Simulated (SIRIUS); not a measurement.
A run of SIRIUS 7.12.0 is set up as follows.

sirius.json

```json
{
  "control": {
    "processing_unit": "cpu",
    "verbosity": 2,
    "num_bands_to_print": 23,
    "print_forces": true,
    "print_stress": true
  },
  "parameters": {
    "electronic_structure_method": "pseudopotential",
    "xc_functionals": ["XC_GGA_X_PBE_SOL", "XC_GGA_C_PBE_SOL"],
    "gk_cutoff": 9.8,
    "pw_cutoff": 19.6,
    "ngridk": [9, 9, 9],
    "shiftk": [0, 0, 0],
    "smearing": "fermi_dirac",
    "smearing_width": 0.0018374661,
    "num_bands": 23,
    "num_mag_dims": 1,
    "num_dft_iter": 100,
    "energy_tol": 1e-08,
    "density_tol": 1e-06
  },
  "iterative_solver": {
    "type": "davidson",
    "min_tolerance": 1e-10
  },
  "mixer": {
    "type": "anderson",
    "beta": 0.5,
    "max_history": 8
  },
  "settings": {
    "tol_ne": 1e-10,
    "pseudo_grid_cutoff": 6.5,
    "smooth_initial_mag": true
  },
  "unit_cell": {
    "lattice_vectors": [
      [5.642931948835, 0.0, 0.0],
      [0.0, 5.642931948835, 0.0],
      [0.0, 0.0, 5.642931948835]
    ],
    "atom_coordinate_units": "lattice",
    "atom_types": ["Co", "Ti"],
    "atom_files": {
      "Co": "Co.json",
      "Ti": "Ti.json"
    },
    "atoms": {
      "Co": [
        [0.505521, 0.502271, 0.496601, 0.0, 0.0, 2.0]
      ],
      "Ti": [
        [0.004793, -0.008548, -0.003604, 0.0, 0.0, 1.0]
      ]
    }
  }
}
```

Potentials or basis: PseudoDojo 0.4.1 PBEsol standard (scalar relativistic).

The run is started by

```sh
$ upf_to_json Co.upf
$ upf_to_json Ti.upf
$ OMP_NUM_THREADS=4 sirius.scf --input=sirius.json --output=out.json --task=0
```

Problem. Predict the largest force.

Solution. 0.145 eV/Å.

Problem. Estimate the pressure.

Solution. -8.2 GPa.

Problem. What does it give for the net moment?

Solution. 0.69 μB per cell.

Problem. Predict the absolute moment.

Solution. 0.87 μB per cell.

Forces on the atoms (eV/Å):
```
Co  -0.010 -0.145 -0.003
Ti   0.010  0.145  0.003
```
